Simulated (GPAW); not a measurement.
## SnSe: relaxation of cell and atoms with PBEsol+D4

SnSe:

```
Sn Se
1.0
     0.00000    3.01000    3.01000
     3.01000    0.00000    3.01000
     3.01000    3.01000    0.00000
Sn Se
1 1
Direct
  0.00000 0.00000 0.00000
  0.50000 0.50000 0.50000
```

Measurements of this composition are mostly on another form, of space group No. 62.

- Program: GPAW 26.7.0
- Task: relaxation of cell and atoms
- Functional: PBEsol
- Dispersion: D4
- Potentials or basis: PAW data sets generated in the run's folder for this functional
- Cutoff: 600 eV
- Basis: pw
- k mesh: 8 × 8 × 8
- Occupations: fermi-dirac, width 0.05 eV
- Spin: no spin polarisation
- Maxiter: 150
- Optimizer: FIRE
- Fmax: 0.02 eV/Å
- Max steps: 40
- Convergence: density=1e-05 forces=0.0001

The relaxed volume is 25.52 Å³/atom. The relaxed cell is a = 4.164 Å, b = 4.164 Å, c = 4.164 Å, α = 60.00°, β = 60.00°, γ = 60.00°. The space group after relaxing (to 0.05 Å) is Fm-3m (No. 225), the energy gained by relaxing is 18.7 meV/atom and the ionic steps are 11. The pressure after relaxing is 0.1 GPa, the band gap on the k mesh is 0.75 eV, indirect (least direct gap 0.92 eV) and the dispersion energy per atom is -0.237 eV.

Step by step:
| step | energy change (eV) | largest force (eV/Å) | pressure (GPa) | volume (Å³) |
| --- | --- | --- | --- | --- |
| 1 | 0.0000 | 0.0000 | -3.29 | 54.54 |
| 2 | -0.0089 | 0.0000 | -2.94 | 54.09 |
| 3 | -0.0225 | 0.0000 | -2.20 | 53.24 |
| 4 | -0.0340 | 0.0000 | -1.10 | 52.11 |
| 5 | -0.0371 | 0.0000 | 0.29 | 50.88 |
| 6 | -0.0371 | 0.0000 | 0.28 | 50.89 |
| 7 | -0.0371 | 0.0000 | 0.26 | 50.91 |
| 8 | -0.0372 | 0.0000 | 0.23 | 50.93 |
| 9 | -0.0372 | 0.0000 | 0.19 | 50.96 |
| 10 | -0.0373 | 0.0000 | 0.15 | 51.00 |
| 11 | -0.0373 | 0.0000 | 0.10 | 51.04 |

Final structure:
```
Sn Se
1.0
     0.00000    2.94423    2.94423
     2.94423    0.00000    2.94423
     2.94423    2.94423    0.00000
Sn Se
1 1
Direct
  0.00000 0.00000 0.00000
  0.50000 0.50000 0.50000
```

Levels at points of the mesh, in eV from the valence-band top:
```tsv
k point	band 6	band 7	band 8	band 9	band 10	band 11	band 12	band 13	band 14	band 15
(0.00, 0.00, 0.00)	-14.25	-4.77	-2.29	-2.29	-2.29	4.63	4.63	4.63	5.83	5.83
(0.50, 0.00, 0.00)	-13.16	-8.33	-2.02	-2.02	-0.04	0.93	1.26	1.26	8.41	10.41
(0.50, 0.50, 0.00)	-12.81	-5.94	-5.88	-3.88	-3.88	2.79	5.79	5.79	6.45	10.79
(0.50, 0.50, 0.50)	-13.16	-8.33	-2.02	-2.02	-0.04	0.93	1.26	1.26	8.41	10.41
```

It took 5.4 min on 1 thread of Arm Neoverse V1 (shared host), peak memory 0.43 GiB.

Caveat: later steps reuse the first step's grids; spin-orbit coupling is left out, which moves the levels of the heavy elements. A k mesh can miss the band edges.
